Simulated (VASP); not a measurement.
# ZnS (Wurtzite-2H) (P6_3mc) in VASP: a series of runs

The runs below take ZnS (Wurtzite-2H) through single point, with PBE.

All numbers are computed with VASP 6.6.1; they aren't measurements. Logs are shortened: lines on timing, memory, paths and dates and some standing lists are left out, and cuts for length are marked.

**The experiment to reproduce.**

From a printed reference work, monograph, for a bulk crystal of ZnS at 4 K: band gap 3.911 eV (direct).

How close the calculation comes is told below.

## 1. The cell of the first run

The structure is hexagonal, space group P6_3mc (No. 186). The conventional cell has a = 3.807 Å, b = 3.807 Å, c = 6.242 Å, α = 90.00°, β = 90.00°, γ = 120.00°. Within 3.1 Å of Zn (site symmetry 3m) lie 4 S at 2.33 to 2.34 Å. S (site symmetry 3m) has 4 Zn at 2.33 to 2.34 Å within 3.1 Å.

## 2. Single point, PBE (volume scaled by 0.97, then relaxed in part)

INCAR reads:

```
SYSTEM = ZnS
  PREC = Accurate
  ENCUT = 520
  EDIFF = 1E-7
  ISMEAR = 0
  SIGMA = 0.02
  LREAL = .FALSE.
  LASPH = .TRUE.
  NELM = 80
  ALGO = Normal
  ISIF = 2
  LWAVE = .FALSE.
  LCHARG = .FALSE.
  GGA = PE
  NBANDS = 26
```

KPOINTS reads:

```
Automatic mesh
0
G
  9 9 6
  0 0 0
```

POSCAR reads:

```
ZnS
1.0
    3.8066634158      0.0000000000      0.0000000000
   -1.9033317079      3.2966672217      0.0000000000
    0.0000000000      0.0000000000      6.2415970050
Zn S
2 2
Direct
    0.3333333333      0.6666666667      0.0052193967
    0.6666666667      0.3333333333      0.5052193967
    0.3333333333      0.6666666667      0.3797806033
    0.6666666667      0.3333333333      0.8797806033
```

Potentials or basis: VASP PAW PBE potentials, release 64 (Zn, S).

On the command line:

```
$ cat potpaw_PBE.64/Zn/POTCAR potpaw_PBE.64/S/POTCAR > POTCAR
$ mpirun -np 1 vasp_std > vasp.out
```

OUTCAR:

```text
SYSTEM = ZnS
   PREC = Accurate
   ENCUT = 520
   EDIFF = 1E-7
   ISMEAR = 0
   LREAL = .FALSE.
   LASPH = .TRUE.
   NELM = 80
   ISIF = 2
   GGA = PE

 ion  position               nearest neighbor table
   1  0.333  0.667  0.005-   4 2.33   4 2.33   4 2.33   3 2.34
   2  0.667  0.333  0.505-   3 2.33   3 2.33   3 2.33   4 2.34
   3  0.333  0.667  0.380-   2 2.33   2 2.33   2 2.33   1 2.34
   4  0.667  0.333  0.880-   1 2.33   1 2.33   1 2.33   2 2.34

  LATTYP: Found a hexagonal cell.
 ALAT       =     3.8066634158
 C/A-ratio  =     1.6396503508

  Lattice vectors:

 A1 = (   3.8066634158,   0.0000000000,   0.0000000000)
 A2 = (  -1.9033317079,   3.2966672217,   0.0000000000)
 A3 = (   0.0000000000,   0.0000000000,   6.2415970050)

Analysis of symmetry for initial positions (statically):
=====================================================================
 Subroutine PRICEL returns:
 Original cell was already a primitive cell.

 Routine SETGRP: Setting up the symmetry group for a
 hexagonal supercell.

 Subroutine GETGRP returns: Found 12 space group operations
 (whereof  6 operations were pure point group operations)
 out of a pool of 24 trial point group operations.

The static configuration has the point symmetry C_3v.
 The point group associated with its full space group is C_6v.

Analysis of symmetry for dynamics (positions and initial velocities):
=====================================================================
 Subroutine PRICEL returns:
 Original cell was already a primitive cell.

 Routine SETGRP: Setting up the symmetry group for a
 hexagonal supercell.

 Subroutine GETGRP returns: Found 12 space group operations
 (whereof  6 operations were pure point group operations)
 out of a pool of 24 trial point group operations.

The dynamic configuration has the point symmetry C_3v.
 The point group associated with its full space group is C_6v.

 Subroutine INISYM returns: Found 12 space group operations
 (whereof  6 operations are pure point group operations),
 and found     1 'primitive' translations

----------------------------------------------------------------------------------------

                                     Primitive cell

  volume of cell :      78.3277

  direct lattice vectors                    reciprocal lattice vectors
     3.806663416  0.000000000  0.000000000     0.262697247  0.151668326  0.000000000
    -1.903331708  3.296667222  0.000000000     0.000000000  0.303336653  0.000000000
     0.000000000  0.000000000  6.241597005     0.000000000  0.000000000  0.160215406

  length of vectors
     3.806663416  3.806663416  6.241597005     0.303336653  0.303336653  0.160215406

  position of ions in fractional coordinates (direct lattice)
     0.333333333  0.666666667  0.005219397
     0.666666667  0.333333333  0.505219397
     0.333333333  0.666666667  0.379780603
     0.666666667  0.333333333  0.879780603

  ion indices of the primitive-cell ions
   primitive index   ion index
                 1           1
                 2           2
                 3           3
                 4           4

----------------------------------------------------------------------------------------

 KPOINTS: Automatic mesh

Automatic generation of k-mesh.
 Grid dimensions read from file:
 generate k-points for:    9    9    6

 Generating k-lattice:

  Cartesian coordinates                     Fractional coordinates (reciprocal lattice)
     0.029188583  0.016852036  0.000000000     0.111111111 -0.000000000  0.000000000
     0.000000000  0.033704073  0.000000000     0.000000000  0.111111111  0.000000000
     0.000000000  0.000000000  0.026702568     0.000000000  0.000000000  0.166666667

  Length of vectors
     0.033704073  0.033704073  0.026702568

  Shift w.r.t. Gamma in fractional coordinates (k-lattice)
     0.000000000  0.000000000  0.000000000

 Subroutine IBZKPT returns following result:
 ===========================================

 Found     48 irreducible k-points:

 Following reciprocal coordinates:
            Coordinates               Weight
  0.000000  0.000000  0.000000      1.000000
  0.111111 -0.000000  0.000000      6.000000
  0.222222 -0.000000  0.000000      6.000000
  0.333333 -0.000000  0.000000      6.000000
  0.444444 -0.000000  0.000000      6.000000
  0.111111  0.111111  0.000000      6.000000
[... 16 lines left out ...]
  0.333333  0.222222  0.166667     24.000000
  0.333333  0.333333  0.166667      4.000000
 [... further k-points ...]
   k-points           NKPTS =     48   k-points in BZ     NKDIM =     48   number of bands    NBANDS=     26
   number of dos      NEDOS =    301   number of ions     NIONS =      4
   total plane-waves  NPLWV =  37632
   dimension x,y,z NGX =    28 NGY =   28 NGZ =   48
   dimension x,y,z NGXF=    56 NGYF=   56 NGZF=   96
   ions per type =               2   2
   NGX,Y,Z   is equivalent  to a cutoff of  12.23, 12.23, 12.78 a.u.
   NGXF,Y,Z  is equivalent  to a cutoff of  24.46, 24.46, 25.57 a.u.
 SYSTEM =  ZnS
   PREC   = accura    normal or accurate (medium, high low for compatibility)
   ISTART =      0    job   : 0-new  1-cont  2-samecut
   ICHARG =      2    charge: 1-file 2-atom 10-const
   ISPIN  =      1    spin polarized calculation?
   LNONCOLLINEAR =      F non collinear calculations
   LSORBIT =      F    spin-orbit coupling
   LASPH  =      T    aspherical Exc in radial PAW
   ENCUT  =  520.0 eV  38.22 Ry    6.18 a.u.   7.08  7.08 11.61*2*pi/ulx,y,z
   NELM   =     80;   NELMIN=  2; NELMDL= -5     # of ELM steps
   EDIFF  = 0.1E-06   stopping-criterion for ELM
   LREAL  =      F    real-space projection
   EDIFFG = 0.1E-05   stopping-criterion for IOM
   NSW    =      0    number of steps for IOM
   IBRION =     -1    ionic relax: 0-MD 1-quasi-New 2-CG
   NFREE  =      0    steps in history (QN), initial steepest desc. (CG)
   ISIF   =      2    stress and relaxation
   ISYM   =      2    0-nonsym 1-usesym 2-fastsym
   POTIM  = 0.5000    time-step for ionic-motion
   TEBEG  =    0.0;   TEEND  =   0.0 temperature during run
   PSTRESS=    0.0 pullay stress
   NELECT =      36.0000    total number of electrons
   NUPDOWN=      -1.0000    fix difference up-down
   EMIN   =  10.00;   EMAX   =-10.00  energy-range for DOS
   EFERMI =   0.00;   METHOD = LEGACY
   ISMEAR =     0;   SIGMA  =   0.02  broadening in eV -4-tet -1-fermi 0-gaus
   EFERMI_NEDOS =   21; number of points for ismear=-14 and -15
   IALGO  =     38    algorithm
   IMIX   =      4    mixing-type and parameters
     AMIX     =   0.40;   BMIX     =  1.00
     AMIX_MAG =   1.60;   BMIX_MAG =  1.00
  volume/ion in A,a.u.               =      19.58       132.15
  Fermi-wavevector in a.u.,A,eV,Ry     =   1.263389  2.387460 21.716977  1.596153
  Thomas-Fermi vector in A             =   2.396749
   LORBIT       =      0    0 simple, 1 ext, 2 COOP (PROOUT), +10 PAW based schemes
   GGA     = PE    functional components
   LHFCALC =     F    Hartree Fock is set to
   AEXX    =    0.0000 exact exchange contribution
   IVDW    =     0    specifies the selected vdW correction
   LEPSILON=     F    determine dielectric tensor
   LRPA    =     F    only Hartree local field effects (RPA)
 non-spin polarized calculation
 Gauss-broadening in eV      SIGMA  =   0.02
  energy-cutoff  :      520.00
  volume of cell :       78.33
 maximum number of plane-waves:      2130
   NGX = 15   NGY = 15   NGZ = 23

 number of electron      35.9999994 magnetization

 Free energy of the ion-electron system (eV)
  ---------------------------------------------------
  ext. energy  EPLUGINS =         0.00000000
  ---------------------------------------------------
  free energy    TOTEN  =       -13.67451591 eV

  energy without entropy =      -13.67451591  energy(sigma->0) =      -13.67451591

 E-fermi :   2.3120     XC(G=0):  -9.6587

 val. band max:        2.1936929877   @ k =   0.0000   0.0000   0.0000
 cond. band min:       4.4133494905   @ k =   0.0000   0.0000   0.0000
 fundamental gap:      2.2196565028
 Fermi energy:         2.3120462014

 k-point     1 :       0.0000    0.0000    0.0000
  band No.  band energies     occupation
      1     -11.0234      2.00000
      2     -10.0789      2.00000
      3      -4.1788      2.00000
      4      -4.1662      2.00000
      5      -4.1662      2.00000
      6      -4.0833      2.00000
[... 18 lines left out ...]
     25       9.8874      0.00000
     26      11.4767      0.00000

 k-point     2 :       0.1111   -0.0000    0.0000
  band No.  band energies     occupation
      1     -10.9395      2.00000
      2     -10.0319      2.00000
      3      -4.1765      2.00000
      4      -4.1577      2.00000
      5      -4.1494      2.00000
      6      -4.0745      2.00000
[... 18 lines left out ...]
     25      10.2645      0.00000
     26      10.9420      0.00000

 k-point     3 :       0.2222   -0.0000    0.0000
  band No.  band energies     occupation
      1     -10.7083      2.00000
      2      -9.9159      2.00000
      3      -4.1825      2.00000
      4      -4.1236      2.00000
      5      -4.1113      2.00000
      6      -4.0317      2.00000
[... 18 lines left out ...]
     25      10.4423      0.00000
     26      11.1376      0.00000

 k-point     4 :       0.3333   -0.0000    0.0000
  band No.  band energies     occupation
      1     -10.3972      2.00000
      2      -9.8007      2.00000
      3      -4.1712      2.00000
      4      -4.0814      2.00000
      5      -4.0778      2.00000
      6      -3.9326      2.00000
[... 18 lines left out ...]
     25      10.8695      0.00000
     26      11.9171      0.00000

 k-point     5 :       0.4444   -0.0000    0.0000
  band No.  band energies     occupation
      1     -10.1360      2.00000
      2      -9.7622      2.00000
      3      -4.1581      2.00000
      4      -4.0626      2.00000
      5      -3.9885      2.00000
      6      -3.8767      2.00000
[... 18 lines left out ...]
     25      11.2499      0.00000
     26      13.4697      0.00000

 k-point     6 :       0.1111    0.1111    0.0000
  band No.  band energies     occupation
      1     -10.7816      2.00000
      2      -9.9503      2.00000
      3      -4.1740      2.00000
      4      -4.1298      2.00000
      5      -4.1295      2.00000
      6      -4.0548      2.00000
[... 427 lines left out ...]
 k-point    21 :       0.4444    0.1111    0.1667
  band No.  band energies     occupation
      1     -10.0332      2.00000
      2      -9.7808      2.00000
      3      -4.1472      2.00000
      4      -4.0515      2.00000
      5      -3.9725      2.00000
      6      -3.8865      2.00000
[... 18 lines left out ...]
     25      11.5350      0.00000
     26      13.1540      0.00000

 k-point    22 :       0.2222    0.2222    0.1667
  band No.  band energies     occupation
      1     -10.2077      2.00000
      2      -9.7955      2.00000
      3      -4.1189      2.00000
      4      -4.0791      2.00000
      5      -4.0019      2.00000
      6      -3.9574      2.00000
[... 18 lines left out ...]
     25      10.6778      0.00000
     26      11.6102      0.00000

 k-point    23 :       0.3333    0.2222    0.1667
  band No.  band energies     occupation
      1      -9.9867      2.00000
      2      -9.7791      2.00000
      3      -4.1280      2.00000
      4      -4.0296      2.00000
      5      -3.9445      2.00000
      6      -3.8720      2.00000
[... 18 lines left out ...]
     25      11.4327      0.00000
     26      12.2230      0.00000

 k-point    24 :       0.3333    0.3333    0.1667
  band No.  band energies     occupation
      1      -9.8418      2.00000
      2      -9.8418      2.00000
      3      -4.1304      2.00000
      4      -3.9721      2.00000
      5      -3.9721      2.00000
      6      -3.8527      2.00000
[... 18 lines left out ...]
     25      12.2837      0.00000
     26      12.3054      0.00000

 [... further k-points ...]
[... 5 lines left out ...]
  --------------------------------------------------------------------------------------
  -------------------------------------------------------------------------------------
  Total        1.1674458      1.1674458      1.1910852      0.0000000      0.0000000      0.0000000
  in kB       23.8798720     23.8798720     24.3634104      0.0000000      0.0000000      0.0000000
  external PRESSURE =      24.0410514 kB  Pullay stress =       0.0000000 kB

 VOLUME and BASIS-vectors are now :
 -----------------------------------------------------------------------------
  energy-cutoff  :      520.00
  volume of cell :       78.33
      direct lattice vectors                 reciprocal lattice vectors
     3.806663416  0.000000000  0.000000000     0.262697247  0.151668326  0.000000000
    -1.903331708  3.296667222  0.000000000     0.000000000  0.303336653  0.000000000
     0.000000000  0.000000000  6.241597005     0.000000000  0.000000000  0.160215406

 POSITION                                       TOTAL-FORCE (eV/Angst)
 -----------------------------------------------------------------------------------
     -0.00000      2.19778      0.03258        -0.000000      0.000000      0.007504
      1.90333      1.09889      3.15338        -0.000000     -0.000000      0.007504
     -0.00000      2.19778      2.37044         0.000000      0.000000     -0.007504
      1.90333      1.09889      5.49124         0.000000      0.000000     -0.007504
 -----------------------------------------------------------------------------------
    total drift:                               -0.000000     -0.000000     -0.000436

  FREE ENERGIE OF THE ION-ELECTRON SYSTEM (eV)
  ---------------------------------------------------
  free  energy   TOTEN  =       -13.6745159123 eV

  energy  without entropy=      -13.6745159123  energy(sigma->0) =      -13.67451591
```

Run time: 77 s. Hardware: 1 thread of Intel Xeon Platinum 8259CL at 2.50GHz (Skylake/Cascade Lake), shared host; peak memory 0.23 GiB.

Results:

```yaml
Free_energy: -13.6745 eV
Pressure: 2.4 GPa
Largest_force: 0.008 eV/Å
Band_gap_on_the_k_mesh: 2.22 eV, direct
```

Forces in eV/Å, atoms in the order of the input:
```
Zn   0.000  0.000  0.008
Zn   0.000  0.000  0.008
S    0.000  0.000 -0.008
S    0.000  0.000 -0.008
```

Caveat: the cell differs from its parent crystal (volume scaled by 0.97, then relaxed in part).

## 3. Single point, PBE

This run uses another cell than the first one, of 20.19 Å³/atom, 1.031 times its volume.

INCAR reads:

```
  PREC = Accurate
  ENCUT = 520
  EDIFF = 1E-6
  ISMEAR = 0
  SIGMA = 0.02
  LREAL = False
  LASPH = True
  NELM = 60
  ALGO = Normal
  ISIF = 2
  LWAVE = False
  LCHARG = False
  GGA = PE
  NBANDS = 26
```

KPOINTS reads:

```
Automatic mesh
0
Gamma
  9 9 6
```

POSCAR reads:

```
ZnS
1.0
    3.8455096030      0.0000000000      0.0000000000
   -1.9227548015      3.3303090067      0.0000000000
    0.0000000000      0.0000000000      6.3052911695
Zn S
2 2
Direct
    0.3333333333      0.6666666667      0.0052193967
    0.6666666667      0.3333333333      0.5052193967
    0.3333333333      0.6666666667      0.3797806033
    0.6666666667      0.3333333333      0.8797806033
```

Potentials or basis: VASP PAW PBE potentials, release 64 (Zn, S).

On the command line:

```
$ cat potpaw_PBE.64/Zn/POTCAR potpaw_PBE.64/S/POTCAR > POTCAR
$ mpirun -np 1 vasp_std > vasp.out
```

Run time: 1.9 min. Hardware: 1 thread of Intel Xeon Platinum 8259CL at 2.50GHz (Skylake/Cascade Lake), shared host; peak memory 0.24 GiB.

It converged, with:

```yaml
Free_energy: -13.6938 eV
Pressure: 0.1 GPa
Band_gap_on_the_k_mesh: 2.08 eV, direct
```

Levels at points of the mesh, in eV from the valence-band top:
```
           k point  band 15  band 16  band 17  band 18  band 19  band 20  band 21  band 22
(0.00, 0.00, 0.00)    -0.85    -0.07     0.00     0.00     2.08     3.05     6.33     6.33
(0.00, 0.00, 0.50)    -0.45    -0.45    -0.45    -0.45     3.48     3.48     6.76     6.76
```

## 4. Single point, PBE (volume scaled by 1.03, then relaxed in part)

INCAR reads:

```
SYSTEM = ZnS
PREC     = Accurate       ! precision mode
ENCUT    = 520            ! plane-wave cutoff, eV
EDIFF    = 1E-7           ! SCF threshold, eV
ISMEAR   = 0              ! smearing method
SIGMA    = 0.02           ! smearing width, eV
LREAL    = .FALSE.        ! projectors in reciprocal space
LASPH    = .TRUE.         ! aspherical terms in the spheres
NELM     = 100            ! most SCF steps
ALGO     = Normal         ! electronic algorithm
ISIF     = 2              ! what is computed and relaxed
LWAVE    = .FALSE.        ! write WAVECAR
LCHARG   = .FALSE.        ! write CHGCAR
GGA      = PE             ! functional
NBANDS   = 26             ! bands
```

KPOINTS reads:

```
Automatic mesh
0
G
  9 9 6
  0 0 0
```

POSCAR reads:

```
ZnS
1.0
    3.8835864319      0.0000000000      0.0000000000
   -1.9417932159      3.3632845078      0.0000000000
    0.0000000000      0.0000000000      6.3677238553
Zn S
2 2
Direct
    0.3333333333      0.6666666667      0.0052193967
    0.6666666667      0.3333333333      0.5052193967
    0.3333333333      0.6666666667      0.3797806033
    0.6666666667      0.3333333333      0.8797806033
```

On the command line:

```
$ cat potpaw_PBE.64/Zn/POTCAR potpaw_PBE.64/S/POTCAR > POTCAR
$ mpirun -np 1 vasp_std > vasp.out
```

It took 1.7 min on 1 thread of Intel Xeon Platinum 8259CL at 2.50GHz (Skylake/Cascade Lake), shared host; peak memory 0.24 GiB.

Results (log left out):

```
Free energy            : -13.6812 eV
Pressure               : -1.8 GPa
Largest force          : 0.005 eV/Å
Band gap on the k mesh : 1.95 eV, direct
```

Forces on the atoms (eV/Å):
```
Zn   0.000  0.000 -0.005
Zn   0.000  0.000 -0.005
S    0.000  0.000  0.005
S    0.000  0.000  0.005
```

Levels at points of the mesh, in eV from the valence-band top:
```
           k point  band 15  band 16  band 17  band 18  band 19  band 20  band 21  band 22
(0.00, 0.00, 0.00)    -0.81    -0.07     0.00     0.00     1.95     3.00     6.34     6.34
(0.00, 0.00, 0.50)    -0.42    -0.42    -0.42    -0.42     3.39     3.39     6.69     6.69
```

Caveat: the cell differs from its parent crystal (volume scaled by 1.03, then relaxed in part).

## 5. Single point, PBE (volume scaled by 1.06, then relaxed in part)

INCAR reads:

```
SYSTEM = ZnS
PREC     = Accurate       ! precision mode
ENCUT    = 520            ! plane-wave cutoff, eV
EDIFF    = 1E-6           ! SCF threshold, eV
ISMEAR   = 0              ! smearing method
SIGMA    = 0.02           ! smearing width, eV
LREAL    = .False.        ! projectors in reciprocal space
LASPH    = .True.         ! aspherical terms in the spheres
NELM     = 100            ! most SCF steps
ALGO     = Normal         ! electronic algorithm
ISIF     = 2              ! what is computed and relaxed
LWAVE    = .False.        ! write WAVECAR
LCHARG   = .False.        ! write CHGCAR
GGA      = PE             ! functional
NBANDS   = 26             ! bands
```

KPOINTS reads:

```
Automatic mesh
0
Gamma
  9 9 6
  0 0 0
```

POSCAR reads:

```
ZnS
1.0
    3.9224900541      0.0000000000      0.0000000000
   -1.9612450270      3.3969760329      0.0000000000
    0.0000000000      0.0000000000      6.4238458386
Zn S
2 2
Direct
    0.3333333333      0.6666666667      0.0050511892
    0.6666666667      0.3333333333      0.5050511892
    0.3333333333      0.6666666667      0.3799488108
    0.6666666667      0.3333333333      0.8799488108
```

On the command line:

```
$ cat potpaw_PBE.64/Zn/POTCAR potpaw_PBE.64/S/POTCAR > POTCAR
$ mpirun -np 1 vasp_std > vasp.out
```

Run time: 1.8 min. Hardware: 1 thread of Intel Xeon Platinum 8259CL at 2.50GHz (Skylake/Cascade Lake), shared host; peak memory 0.25 GiB.

It converged, with:

| Quantity | Value |
| --- | --- |
| Free energy | -13.6418 eV |
| Pressure | -3.4 GPa |
| Largest force | 0.005 eV/Å |
| Band gap on the k mesh | 1.83 eV, direct |

Forces in eV/Å, atoms in the order of the input:
```
Zn   0.000  0.000 -0.005
Zn   0.000  0.000 -0.005
S    0.000  0.000  0.005
S    0.000  0.000  0.005
```

Levels at points of the mesh, in eV from the valence-band top:
```csv
k point,band 14,band 15,band 16,band 17,band 18,band 19,band 20,band 21,band 22,band 23
"(0.00, 0.00, 0.00)",-0.78,-0.78,-0.06,0.00,0.00,1.83,2.94,6.35,6.35,6.62
"(0.00, 0.00, 0.50)",-2.67,-0.41,-0.41,-0.41,-0.41,3.29,3.29,6.63,6.63,6.79
```

Caveat: the cell differs from its parent crystal (volume scaled by 1.06, then relaxed in part).

[end of part 1 of 2]
